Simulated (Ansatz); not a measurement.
# Preparing AlN (P6_3mc) as a host crystal, part 2 of 3

Before any defect goes in: AlN (P6_3mc) at rest, and how it screens a charge.

Ansatz 0.2.0; plane-wave PAW DFT, PBEsol; relaxation of the host's cell and atoms; PAW set soft_1 (the session's first sound run).

So far. Step 3 (Dielectric tensors of the host): The principal values of the electronic dielectric tensor are 4.50, 4.50 and 4.73. The principal values of the static dielectric tensor are 8.20, 8.20 and 9.74.

**4. Defect free supercell relaxed in its symmetry**

This cell, the one that will hold the defects, is built from the relaxed host. Its coarser k-points can move the atoms a little, so it is relaxed from the symmetric sites, as the reference for the test of stability.

This step: plane-wave PAW DFT, PBEsol; relaxation of the defect-free supercell in its symmetry; PAW set soft_1 (Ansatz 0.2.0).

System of this step: AlN (P6_3mc). The cell holds 128 atoms: 64 Al and 64 N. Cell: a = 14.686 Å, b = 14.686 Å, c = 11.753 Å, α = 125.1°, β = 125.1°, γ = 94.5°.

The input, pristine.symmetric/input.yaml:

```yaml
crystal:
  lattice:
    - [-9.3408221251, 5.3929260535, 9.9673535922]
    - [9.3408221251, -5.3929260535, 9.9673535922]
    - [3.1136073087, 5.3929261684, -9.9673535922]
  atoms:
    - { symbol: Al, position: [0.2080918742, 0.0414252076, 0.0] }
    - { symbol: Al, position: [0.2080918742, 0.2914252076, 0.25] }
    - { symbol: Al, position: [0.4580918742, 0.0414252076, 0.25] }
    - { symbol: Al, position: [0.4580918742, 0.2914252076, 0.0] }
    - { symbol: Al, position: [0.1664252076, 0.0830918742, 0.25] }
    - { symbol: Al, position: [0.1664252076, 0.3330918742, 0.0] }
    - { symbol: Al, position: [0.4164252076, 0.0830918742, 0.0] }
    - { symbol: Al, position: [0.4164252076, 0.3330918742, 0.25] }
    - { symbol: "N", position: [0.0535747924, 0.1369081258, 0.25] }
    - { symbol: "N", position: [0.0535747924, 0.3869081258, 0.0] }
    - { symbol: "N", position: [0.3035747924, 0.1369081258, 0.0] }
    - { symbol: "N", position: [0.3035747924, 0.3869081258, 0.25] }
    - { symbol: "N", position: [0.0119081258, 0.1785747924, 0.0] }
    - { symbol: "N", position: [0.0119081258, 0.4285747924, 0.25] }
    - { symbol: "N", position: [0.2619081258, 0.1785747924, 0.25] }
    - { symbol: "N", position: [0.2619081258, 0.4285747924, 0.0] }
    - { symbol: Al, position: [0.2080918742, 0.0414252076, 0.5] }
    - { symbol: Al, position: [0.2080918742, 0.2914252076, 0.75] }
    - { symbol: Al, position: [0.4580918742, 0.0414252076, 0.75] }
    - { symbol: Al, position: [0.4580918742, 0.2914252076, 0.5] }
    - { symbol: Al, position: [0.1664252076, 0.0830918742, 0.75] }
    - { symbol: Al, position: [0.1664252076, 0.3330918742, 0.5] }
    - { symbol: Al, position: [0.4164252076, 0.0830918742, 0.5] }
    - { symbol: Al, position: [0.4164252076, 0.3330918742, 0.75] }
    - { symbol: "N", position: [0.0535747924, 0.1369081258, 0.75] }
    - { symbol: "N", position: [0.0535747924, 0.3869081258, 0.5] }
    - { symbol: "N", position: [0.3035747924, 0.1369081258, 0.5] }
    - { symbol: "N", position: [0.3035747924, 0.3869081258, 0.75] }
    - { symbol: "N", position: [0.0119081258, 0.1785747924, 0.5] }
    - { symbol: "N", position: [0.0119081258, 0.4285747924, 0.75] }
    - { symbol: "N", position: [0.2619081258, 0.1785747924, 0.75] }
    - { symbol: "N", position: [0.2619081258, 0.4285747924, 0.5] }
    - { symbol: Al, position: [0.2080918742, 0.5414252076, 0.0] }
    - { symbol: Al, position: [0.2080918742, 0.7914252076, 0.25] }
    - { symbol: Al, position: [0.4580918742, 0.5414252076, 0.25] }
    - { symbol: Al, position: [0.4580918742, 0.7914252076, 0.0] }
    - { symbol: Al, position: [0.1664252076, 0.5830918742, 0.25] }
    - { symbol: Al, position: [0.1664252076, 0.8330918742, 0.0] }
    - { symbol: Al, position: [0.4164252076, 0.5830918742, 0.0] }
    - { symbol: Al, position: [0.4164252076, 0.8330918742, 0.25] }
    - { symbol: "N", position: [0.0535747924, 0.6369081258, 0.25] }
    - { symbol: "N", position: [0.0535747924, 0.8869081258, 0.0] }
    - { symbol: "N", position: [0.3035747924, 0.6369081258, 0.0] }
    - { symbol: "N", position: [0.3035747924, 0.8869081258, 0.25] }
    - { symbol: "N", position: [0.0119081258, 0.6785747924, 0.0] }
    - { symbol: "N", position: [0.0119081258, 0.9285747924, 0.25] }
    - { symbol: "N", position: [0.2619081258, 0.6785747924, 0.25] }
    - { symbol: "N", position: [0.2619081258, 0.9285747924, 0.0] }
    - { symbol: Al, position: [0.2080918742, 0.5414252076, 0.5] }
    - { symbol: Al, position: [0.2080918742, 0.7914252076, 0.75] }
    - { symbol: Al, position: [0.4580918742, 0.5414252076, 0.75] }
    - { symbol: Al, position: [0.4580918742, 0.7914252076, 0.5] }
    - { symbol: Al, position: [0.1664252076, 0.5830918742, 0.75] }
    - { symbol: Al, position: [0.1664252076, 0.8330918742, 0.5] }
    - { symbol: Al, position: [0.4164252076, 0.5830918742, 0.5] }
    - { symbol: Al, position: [0.4164252076, 0.8330918742, 0.75] }
    - { symbol: "N", position: [0.0535747924, 0.6369081258, 0.75] }
    - { symbol: "N", position: [0.0535747924, 0.8869081258, 0.5] }
    - { symbol: "N", position: [0.3035747924, 0.6369081258, 0.5] }
    - { symbol: "N", position: [0.3035747924, 0.8869081258, 0.75] }
    - { symbol: "N", position: [0.0119081258, 0.6785747924, 0.5] }
    - { symbol: "N", position: [0.0119081258, 0.9285747924, 0.75] }
    - { symbol: "N", position: [0.2619081258, 0.6785747924, 0.75] }
    - { symbol: "N", position: [0.2619081258, 0.9285747924, 0.5] }
    - { symbol: Al, position: [0.7080918742, 0.0414252076, 0.0] }
    - { symbol: Al, position: [0.7080918742, 0.2914252076, 0.25] }
    - { symbol: Al, position: [0.9580918742, 0.0414252076, 0.25] }
    - { symbol: Al, position: [0.9580918742, 0.2914252076, 0.0] }
    - { symbol: Al, position: [0.6664252076, 0.0830918742, 0.25] }
    - { symbol: Al, position: [0.6664252076, 0.3330918742, 0.0] }
    - { symbol: Al, position: [0.9164252076, 0.0830918742, 0.0] }
    - { symbol: Al, position: [0.9164252076, 0.3330918742, 0.25] }
    - { symbol: "N", position: [0.5535747924, 0.1369081258, 0.25] }
    - { symbol: "N", position: [0.5535747924, 0.3869081258, 0.0] }
    - { symbol: "N", position: [0.8035747924, 0.1369081258, 0.0] }
    - { symbol: "N", position: [0.8035747924, 0.3869081258, 0.25] }
    - { symbol: "N", position: [0.5119081258, 0.1785747924, 0.0] }
    - { symbol: "N", position: [0.5119081258, 0.4285747924, 0.25] }
    - { symbol: "N", position: [0.7619081258, 0.1785747924, 0.25] }
    - { symbol: "N", position: [0.7619081258, 0.4285747924, 0.0] }
    - { symbol: Al, position: [0.7080918742, 0.0414252076, 0.5] }
    - { symbol: Al, position: [0.7080918742, 0.2914252076, 0.75] }
    - { symbol: Al, position: [0.9580918742, 0.0414252076, 0.75] }
    - { symbol: Al, position: [0.9580918742, 0.2914252076, 0.5] }
    - { symbol: Al, position: [0.6664252076, 0.0830918742, 0.75] }
    - { symbol: Al, position: [0.6664252076, 0.3330918742, 0.5] }
    - { symbol: Al, position: [0.9164252076, 0.0830918742, 0.5] }
    - { symbol: Al, position: [0.9164252076, 0.3330918742, 0.75] }
    - { symbol: "N", position: [0.5535747924, 0.1369081258, 0.75] }
    - { symbol: "N", position: [0.5535747924, 0.3869081258, 0.5] }
    - { symbol: "N", position: [0.8035747924, 0.1369081258, 0.5] }
    - { symbol: "N", position: [0.8035747924, 0.3869081258, 0.75] }
    - { symbol: "N", position: [0.5119081258, 0.1785747924, 0.5] }
    - { symbol: "N", position: [0.5119081258, 0.4285747924, 0.75] }
    - { symbol: "N", position: [0.7619081258, 0.1785747924, 0.75] }
    - { symbol: "N", position: [0.7619081258, 0.4285747924, 0.5] }
    - { symbol: Al, position: [0.7080918742, 0.5414252076, 0.0] }
    - { symbol: Al, position: [0.7080918742, 0.7914252076, 0.25] }
    - { symbol: Al, position: [0.9580918742, 0.5414252076, 0.25] }
    - { symbol: Al, position: [0.9580918742, 0.7914252076, 0.0] }
    - { symbol: Al, position: [0.6664252076, 0.5830918742, 0.25] }
    - { symbol: Al, position: [0.6664252076, 0.8330918742, 0.0] }
    - { symbol: Al, position: [0.9164252076, 0.5830918742, 0.0] }
    - { symbol: Al, position: [0.9164252076, 0.8330918742, 0.25] }
    - { symbol: "N", position: [0.5535747924, 0.6369081258, 0.25] }
    - { symbol: "N", position: [0.5535747924, 0.8869081258, 0.0] }
    - { symbol: "N", position: [0.8035747924, 0.6369081258, 0.0] }
    - { symbol: "N", position: [0.8035747924, 0.8869081258, 0.25] }
    - { symbol: "N", position: [0.5119081258, 0.6785747924, 0.0] }
    - { symbol: "N", position: [0.5119081258, 0.9285747924, 0.25] }
    - { symbol: "N", position: [0.7619081258, 0.6785747924, 0.25] }
    - { symbol: "N", position: [0.7619081258, 0.9285747924, 0.0] }
    - { symbol: Al, position: [0.7080918742, 0.5414252076, 0.5] }
    - { symbol: Al, position: [0.7080918742, 0.7914252076, 0.75] }
    - { symbol: Al, position: [0.9580918742, 0.5414252076, 0.75] }
    - { symbol: Al, position: [0.9580918742, 0.7914252076, 0.5] }
    - { symbol: Al, position: [0.6664252076, 0.5830918742, 0.75] }
    - { symbol: Al, position: [0.6664252076, 0.8330918742, 0.5] }
    - { symbol: Al, position: [0.9164252076, 0.5830918742, 0.5] }
    - { symbol: Al, position: [0.9164252076, 0.8330918742, 0.75] }
    - { symbol: "N", position: [0.5535747924, 0.6369081258, 0.75] }
    - { symbol: "N", position: [0.5535747924, 0.8869081258, 0.5] }
    - { symbol: "N", position: [0.8035747924, 0.6369081258, 0.5] }
    - { symbol: "N", position: [0.8035747924, 0.8869081258, 0.75] }
    - { symbol: "N", position: [0.5119081258, 0.6785747924, 0.5] }
    - { symbol: "N", position: [0.5119081258, 0.9285747924, 0.75] }
    - { symbol: "N", position: [0.7619081258, 0.6785747924, 0.75] }
    - { symbol: "N", position: [0.7619081258, 0.9285747924, 0.5] }
basis:
  ecutwfc: 420
  xc_grid: 2
hamiltonian:
  xc: pbesol
  pseudopotentials: { kind: paw, azcp: { folder: soft_1 }, xc_functional: pbe }
kpoints:
  mp_grid: { grid: [1, 1, 1] }
scf:
  occupations: { method: fermi_dirac, width: 0.01 }
  max_iter: 100
  lower_state_search: "off"
output:
  forces: true
relax:
  f_tol: 0.015
  max_steps: 60
  escape_saddle: false
checkpoint:
  write: "../pristine.symmetric.run"
  compress: false
  write_wavefunctions: false
  write_every: 100000
```

On the command line:

```
ansatz run input.yaml --threads 32 --pin off --max-ram 84787MiB --backend cuda --events-out ev --progress --plain --runs-dir out --max-vram 78GiB
```

Numbers of over 12 decimals in the logs are rounded to 6 here.

The program printed:

```text
[...]
device memory: the entry about to start is reckoned to put 3.9 GiB on a device that reports 174.4 GiB free (of which the cap on the GPU budget leaves the run 78.0 GiB)
GPU FFT provider: cuFFT
GPU libraries: cuBLAS 13.8.1, cuFFT 12.4.0, cuSOLVER 12.3.2
GPU matrix products: emulated (plane waves: as basis.precision tells), large ones in fixed point in workspaces of 1.00 GiB
Crystal: 128 atoms, lattice volume = 1338.931 Å³
Basis set: ecut = 420 eV, 26161 PW (Γ), exchange–correlation on 200×200×160 points (8 copies of the dense FFT grid, shifted against one another)
Bands: 384, of which v1, the nominal top of the filled ones, is band 256 counted from 1 (255 counted from 0)
Symmetry: 128 space group operations
[...]
k-points: 1
[...]
GPU buffer pool allocated for 800000 grid points (all kernels)
GPU transforms: local potential and band sums: pruned to the plane-wave sphere, on 100×100×80
[...]
SCF iter   1: F=—  HF=-58067.939408 eV  |Δ(HF+E_count)|=         —  Δρ=1.31e-1  dr2=2.81e2  Hψ=1704
[...]
SCF iter   7: F=-57980.541176 eV  HF=-57980.541176 eV  |Δ(HF+E_count)|=   7.77e-6  Δρ=4.87e-6  dr2=2.40e-7  Hψ=900
SCF 1 converged in 7 iterations: F = -57980.541176 eV  dr2 = 2.40e-7
[...]
relax step   1: F+E_penalty+E_count = -57980.54117604 eV  Δ(F+E_penalty+E_count) = +0.000e0 eV  max|allowed force component| = 1.549e-2 eV/Å  Δτ_max = 0.0000 Å  (7 SCF iters, dr2 threshold 5.63e-6 eV, accepted)
[...]
SCF iter   6: F=-57980.542222 eV  HF=-57980.542222 eV  |Δ(HF+E_count)|=  6.40e-10  Δρ=5.66e-8  dr2=3.00e-11  Hψ=651
SCF 2 converged in 6 iterations: F = -57980.542222 eV  dr2 = 3.00e-11
relax step   2: F+E_penalty+E_count = -57980.54222247 eV  Δ(F+E_penalty+E_count) = -1.046e-3 eV  max|allowed force component| = 1.057e-2 eV/Å  Δτ_max = 0.0013 Å  (6 SCF iters, accepted)
SCF converged after 6 iterations
Free energy (F): -57980.542222 eV
[...]
Internal energy: -57980.542222 eV  (E = F + TS)
E sigma→0 (E₀):  -57980.542222 eV
Fermi energy:    9.092940 eV
[...]
--- Forces (eV/Å), atoms counted from 1 ---
  atom   1  Al    -0.00464506     0.00268183    -0.01056901
  atom   2  Al    -0.00464506     0.00268183    -0.01056901
  atom   3  Al    -0.00464506     0.00268183    -0.01056901
  atom   4  Al    -0.00464506     0.00268183    -0.01056901
  atom   5  Al     0.00464506    -0.00268183    -0.01056901
  atom   6  Al     0.00464506    -0.00268183    -0.01056901
  [... 122 more lines of this table ...]
  max |Σ_I F_I| component: 2.20e-6 eV/Å
--- Relaxed structure (2 steps of the walk, 2 accepted, 0 SCFs on fresh bases) ---
  F+E_penalty+E_count = -57980.54222247 eV   max|allowed force component| = 1.057e-2 eV/Å
  atoms:
    - { symbol: Al, position: [0.208036, 0.041466, -2.7755575615628914e-17] }
    - { symbol: Al, position: [0.208036, 0.291466, 0.250000] }
    - { symbol: Al, position: [0.458036, 0.041466, 0.250000] }
    - { symbol: Al, position: [0.458036, 0.291466, -6.938893903907228e-17] }
    - { symbol: Al, position: [0.166466, 0.083036, 0.250000] }
    - { symbol: Al, position: [0.166466, 0.333036, 2.7755575615628914e-17] }
  [... 122 more lines of this table ...]
```

The job ended after 2.2 s (1 × NVIDIA GB200 with 32 threads of Arm Neoverse V2, shared host; peak memory 1.1 GiB; 7.1 s of CPU time).

No atom moved by 0.005 Å in the relaxation.

**5. Defect free supercell relaxed from displaced atoms**

This step: plane-wave PAW DFT, PBEsol; relaxation of the defect-free supercell from random displacements, a test of the host's stability; PAW set soft_1 (Ansatz 0.2.0).

pristine.rattled/input.yaml, as its differences from pristine.symmetric/input.yaml of step 4:

```diff
@@ -150,6 +150,6 @@
   f_tol: 0.015
-  max_steps: 60
-  escape_saddle: false
+  max_steps: 120
+  random_displacement: { amplitude: 0.06, seed: 9158 }
 checkpoint:
-  write: "../pristine.symmetric.run"
+  write: "../pristine.rattled.run"
   compress: false
```

The program printed:

```text
[...]
Crystal: 128 atoms, lattice volume = 1338.931 Å³
Basis set: ecut = 420 eV, 26161 PW (Γ), exchange–correlation on 200×200×160 points (8 copies of the dense FFT grid, shifted against one another)
Bands: 384, of which v1, the nominal top of the filled ones, is band 256 counted from 1 (255 counted from 0)
Symmetry: 1 space group operations
k-points: 1
[...]
SCF iter   1: F=—  HF=-58064.444528 eV  |Δ(HF+E_count)|=         —  Δρ=1.32e-1  dr2=2.86e2  Hψ=1658
[...]
SCF iter   2: F=—  HF=-57980.378766 eV  |Δ(HF+E_count)|=    8.41e1  Δρ=4.53e-2  dr2=1.56e1  Hψ=862
[...]
SCF iter   7: F=-57975.746690 eV  HF=-57975.746691 eV  |Δ(HF+E_count)|=   7.40e-7  Δρ=1.46e-5  dr2=2.70e-6  Hψ=1153
SCF 1 converged in 7 iterations: F = -57975.746690 eV  dr2 = 2.70e-6
[...]
relax step   1: F+E_penalty+E_count = -57975.74669016 eV  Δ(F+E_penalty+E_count) = +0.000e0 eV  max|allowed force component| = 2.387e0 eV/Å  Δτ_max = 0.0000 Å  (7 SCF iters, dr2 threshold 5.63e-6 eV, accepted)
[...]
relax step   2: F+E_penalty+E_count = -57979.03053431 eV  Δ(F+E_penalty+E_count) = -3.284e0 eV  max|allowed force component| = 1.271e0 eV/Å  Δτ_max = 0.0585 Å  (6 SCF iters, dr2 threshold 1.00e-4 eV, accepted)
relax step   3: F+E_penalty+E_count = -57980.54226052 eV  Δ(F+E_penalty+E_count) = -1.512e0 eV  max|allowed force component| = 1.748e-2 eV/Å  Δτ_max = 0.0514 Å  (6 SCF iters, dr2 threshold 1.00e-4 eV, accepted)
relax step   4: F+E_penalty+E_count = -57980.54226453 eV  Δ(F+E_penalty+E_count) = -4.011e-6 eV  max|allowed force component| = 1.751e-2 eV/Å  Δτ_max = 0.0000 Å  (4 SCF iters, accepted)
relax step   5: F+E_penalty+E_count = -57980.52297139 eV  Δ(F+E_penalty+E_count) = +1.929e-2 eV  max|allowed force component| = 6.531e-2 eV/Å  Δτ_max = 0.0102 Å  (6 SCF iters, rejected (line search))
[...]
SCF iter   1: F=—  HF=-57980.551673 eV  |Δ(HF+E_count)|=         —  Δρ=1.21e-3  dr2=2.29e-2  Hψ=715
[...]
SCF iter   2: F=—  HF=-57980.545414 eV  |Δ(HF+E_count)|=   6.26e-3  Δρ=6.78e-4  dr2=6.92e-3  Hψ=442
[...]
SCF iter   6: F=-57980.542667 eV  HF=-57980.542667 eV  |Δ(HF+E_count)|=   1.33e-8  Δρ=2.58e-6  dr2=7.48e-8  Hψ=900
SCF 6 converged in 6 iterations: F = -57980.542667 eV  dr2 = 7.48e-8
[...]
relax step   6: F+E_penalty+E_count = -57980.54266710 eV  Δ(F+E_penalty+E_count) = -4.026e-4 eV  max|allowed force component| = 5.576e-3 eV/Å  Δτ_max = 0.0019 Å  (6 SCF iters, accepted)
SCF converged after 6 iterations
Free energy (F): -57980.542667 eV
[...]
Internal energy: -57980.542667 eV  (E = F + TS)
E sigma→0 (E₀):  -57980.542667 eV
Fermi energy:    9.094325 eV
[...]
--- Forces (eV/Å), atoms counted from 1 ---
  atom   1  Al     0.00200965    -0.00121123    -0.00120629
  atom   2  Al    -0.00103655    -0.00090614     0.00028380
  atom   3  Al    -0.00003974    -0.00041921     0.00191172
  atom   4  Al     0.00163190     0.00195834    -0.00162184
  atom   5  Al    -0.00033367    -0.00035326    -0.00064136
  atom   6  Al    -0.00408406     0.00072172    -0.00192580
  [... 122 more lines of this table ...]
  max |Σ_I F_I| component: 1.76e-6 eV/Å
--- Relaxed structure (6 steps of the walk, 5 accepted, 0 SCFs on fresh bases) ---
  F+E_penalty+E_count = -57980.54266710 eV   max|allowed force component| = 5.576e-3 eV/Å
  atoms:
    - { symbol: Al, position: [0.208100, 0.041016, -0.000235] }
    - { symbol: Al, position: [0.208089, 0.291012, 0.249764] }
    - { symbol: Al, position: [0.458084, 0.041013, 0.249761] }
    - { symbol: Al, position: [0.458083, 0.291001, -0.000261] }
    - { symbol: Al, position: [0.166554, 0.082571, 0.249780] }
    - { symbol: Al, position: [0.166548, 0.332582, -0.000224] }
  [... 122 more lines of this table ...]
```

Elapsed: 5.5 s, on 1 × NVIDIA GB200 with 32 threads; peak memory 1.2 GiB.

Step by step:

```csv
step,energy less that of the first step (eV),largest force component (eV/Å)
1,0.0000,2.3874
2,-3.2838,1.2706
3,-4.7956,0.0175
4,-4.7956,0.0175
5,-4.7763,0.0653
6,-4.7960,0.0056
```

Relaxation step 5 was tried and not accepted.

The relaxation ends 37 meV an atom lower than the displaced start, with a largest force component of 0.0056 eV/Å.

**6. Host on a dense mesh**

This step: plane-wave PAW DFT, PBEsol; single point of the defect-free host, a test of the k-point sampling; PAW set soft_1 (Ansatz 0.2.0).

System of this step: AlN (P6_3mc). It takes space group P6_3mc (No. 186, hexagonal). Conventional cell: a = 3.114 Å, b = 3.114 Å, c = 4.984 Å, α = 90.00°, β = 90.00°, γ = 120.00°. Nearest to Al lie 4 N at 1.89 to 1.90 Å. N has 4 Al at 1.89 to 1.90 Å nearest. Farther neighbours and most contacts between anions are not listed.

The input, dense/input.yaml:

```yaml
crystal:
  lattice:
    - [3.1136073585, 2.87e-08, 0.0]
    - [-1.5568037041, 2.6964630555, 0.0]
    - [0.0, 0.0, 4.9836767961]
  atoms:
    - { symbol: Al, position: [0.6666666667, 0.3333333333, 0.4990341637] }
    - { symbol: Al, position: [0.3333333333, 0.6666666667, 0.9990341637] }
    - { symbol: "N", position: [0.6666666667, 0.3333333333, 0.8809658363] }
    - { symbol: "N", position: [0.3333333333, 0.6666666667, 0.3809658363] }
basis:
  ecutwfc: 420
  xc_grid: 2
hamiltonian:
  xc: pbesol
  pseudopotentials: { kind: paw, azcp: { folder: soft_1 }, xc_functional: pbe }
kpoints:
  mp_grid: { grid: [10, 10, 6] }
scf:
  occupations: { method: fermi_dirac, width: 0.01 }
  max_iter: 100
  lower_state_search: "off"
checkpoint:
  write: "../dense.run"
  compress: false
  write_wavefunctions: false
  write_every: 100000
```

The program printed:

```text
[...]
GPU FFT provider: cuFFT
GPU libraries: cuBLAS 13.8.1, cuFFT 12.4.0, cuSOLVER 12.3.2
[...]
Crystal: 4 atoms, lattice volume = 41.842 Å³
Basis set: ecut = 420 eV, 809 PW (Γ), exchange–correlation on 48×48×72 points (8 copies of the dense FFT grid, shifted against one another)
Bands: 12, of which v1, the nominal top of the filled ones, is band 8 counted from 1 (7 counted from 0)
Symmetry: 12 space group operations
[...]
k-points: 56 of 600 (time reversal used)
[...]
GPU buffer pool allocated for 20736 grid points (all kernels)
[...]
SCF iter   1: F=—  HF=-1814.635047 eV  |Δ(HF+E_count)|=         —  Δρ=1.30e-1  dr2=8.74e0  Hψ=4193
[...]
SCF iter   6: F=-1811.925428 eV  HF=-1811.925428 eV  |Δ(HF+E_count)|=   6.65e-8  Δρ=5.92e-6  dr2=1.40e-8  Hψ=1355
SCF 1 converged in 6 iterations: F = -1811.925428 eV  dr2 = 1.40e-8
[...]
SCF converged after 6 iterations
Free energy (F): -1811.925428 eV
[...]
Internal energy: -1811.925428 eV  (E = F + TS)
E sigma→0 (E₀):  -1811.925428 eV
Fermi energy:    9.081922 eV
[...]
```

Wall time 1.2 s (1 × NVIDIA GB200 with 32 threads); peak memory 0.88 GiB.

(Continued in part 3 of 3.)

[Logs are printed without paths, hosts, clocks, repeated set-up lines and the standing remarks that a program may print on its own settings, such as how far it seeks lower states.]

[Hosts, paths, dates, database ids (printed as entryN), source tags and the programs' standing remarks are cut or masked in the printed files.]

[Runs of the host that timed out are not shown.]

[For some hosts the program warned that the k-mesh of the response run may be too coarse for force constants and the static dielectric constant; such warnings are not always shown.]
